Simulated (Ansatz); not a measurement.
**In: convergence with LAPW's basis error target**

An exercise on one series of results from a longer session: the logs are not shown, and one member is left open.

Method: DFT, PBE, all-electron LAPW, scalar-relativistic, in Ansatz 0.2.0.

### Starting point

The structure is tetragonal, space group I4/mmm (No. 139). The conventional cell has a = 3.252 Å, b = 3.252 Å, c = 4.948 Å, α = 90.00°, β = 90.00°, γ = 90.00°. In (site symmetry 4/mmm) is surrounded by 12 In at 3.25 to 3.38 Å.

Structure file:

```cif
data_structure
_symmetry_space_group_name_H-M 'P 1'
_symmetry_Int_Tables_number 1
_cell_length_a 3.3777
_cell_length_b 3.3777
_cell_length_c 3.3777
_cell_angle_alpha 122.442
_cell_angle_beta 122.442
_cell_angle_gamma 85.820
_cell_volume 26.17
loop_
_atom_site_label
_atom_site_type_symbol
_atom_site_fract_x
_atom_site_fract_y
_atom_site_fract_z
_atom_site_occupancy
In1 In 0.00000 0.00000 0.00000 1
```

The cell comes from a crystallographic database entry that wasn't checked; take it as a given geometry, which may be far from equilibrium.

Set-up of the first run:

The input, input.yaml:

```yaml
crystal:
  lattice:
    - [-1.62615, 1.62615, 2.47395]
    - [1.62615, -1.62615, 2.47395]
    - [1.62615, 1.62615, -2.47395]
  atoms:
    - { symbol: In, position: [0.0, 0.0, 0.0] }
kpoints:
  mp_grid: { grid: [14, 14, 14] }
scf:
  occupations: { method: fermi_dirac, width: 0.05 }
hamiltonian:
  xc: pbe
  pseudopotentials: { kind: all_electron, lapw: { basis_error: 0.03 } }
output:
  forces: true
  stress: true
  eigenvalues: true
```

Started as:

```
> ansatz run input.yaml --threads 1 --pin off --max-ram 2048MiB --backend cpu --events-out ev --progress --plain --runs-dir out
```

Steps of the session up to this table: With basis error target 0.03 eV/atom; With basis error target 0.01 eV/atom; With basis error target 0.003 eV/atom; With basis error target 0.0001 eV/atom.

One of the session's tables, all rows but one given; the rest of the session is left out.

```
basis error target (eV/atom)  pressure (GPa)
                        0.03            1.99
                        0.01               ?
                       0.003            1.93
                      0.0001            1.93
```

**Question.** Estimate the row for basis error target (eV/atom) = 0.01.

Worked estimate for «pressure (GPa)». A straight line through the neighbours (0.03, 1.99) and (0.003, 1.93) gives 1.99 + (1.93 − 1.99) × (0.01 − 0.03) / (0.003 − 0.03) = 1.95; a parabola fitted to 3 rows on both sides gives 1.94.

The run gave: pressure (GPa): 1.95. In «pressure (GPa)» the line misses by 0.00 and the parabola by -0.01.

Energies are those extrapolated to zero smearing.
